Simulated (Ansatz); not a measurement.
Runs of Ansatz 0.2.0 on Ti2Co. It takes space group Fd-3m (No. 227, cubic). Conventional cell: a = 6.730 Å, b = 6.730 Å, c = 6.730 Å, α = 90.00°, β = 90.00°, γ = 90.00°. Co (site symmetry -43m) is surrounded by 12 Ti at 2.79 Å and 4 Co at 2.91 Å. Ti (site symmetry -3m) has 6 Ti at 2.38 Å as nearest neighbours. 

```csv
cell,target pressure (GPa),gap on the mesh (eV),pressure (GPa),moment (μB)
relaxed,0,none,0.0,1.82
relaxed to 5 GPa,5,none,5.0,1.49
relaxed to 10 GPa,10,none,10.0,(a)
relaxed to 20 GPa,20,none,20.0,0.75
relaxed to 2 GPa,2,none,2.0,(b)
```

Alike in all rows: task relaxation of cell and atoms; level PBEsol; potentials or basis Ansatz PAW; spin collinear, ferromagnetic start; k mesh 7 × 7 × 7; cutoff (eV) 420; smearing fermi-dirac 0.05 eV.

Q: Estimate the missing entries.

A: (a) 1.19; (b) 1.69.

Caveats: the plane-wave basis is chosen anew once the cell has moved, so the energies of steps on either side of that aren't comparable; the PAW data sets come from PBE, with cores solved anew for the run's functional, which leaves a small shift of forces and pressure; the starting moments weren't kept (some runs).

A gap of «none» marks a metal or a gap under the smearing width.
